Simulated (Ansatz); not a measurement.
Worked example: CH3Na + C3H8S → NaSH + C4H10

Species: CH3Na `[CH3][Na]`, singlet; C3H8S (1-propanethiol) `CCCS`, singlet; NaSH `[Na][SH]`, singlet; C4H10 (butane) `CCCC`, singlet. The partners trade CH3 for SH: Na–CH3 and C–SH bonds give way to Na–SH and C–CH3.

Shapes, held fixed at every level: PBE0-D4/def2-TZVP. Flexible molecules stand in one conformer, not always the lowest. Programs: Ansatz 0.2.0. Electronic energies: no zero-point or thermal term.

At CCSD(T)/def2-TZVPP; 1 Eh = 2625.50 kJ/mol:

| species | energy (Eh) |
| --- | --- |
| CH3Na | -201.835698 |
| C3H8S | -516.647279 |
| NaSH | -560.405053 |
| C4H10 | -158.155948 |

Q: Work out ΔE of the reaction at this level.

A: 
1. Products less reactants: (-560.405053) + (-158.155948) − [(-201.835698) + (-516.647279)] = -0.078024 Eh = -204.9 kJ/mol.

Other levels give -209.3 (wB97X-V/def2-TZVPP) to -187.7 kJ/mol (PBE-D4/def2-TZVPP). No measured value is set beside it here. Outer-core shells of Na are correlated in most correlated rows, in sets that cover them unevenly.
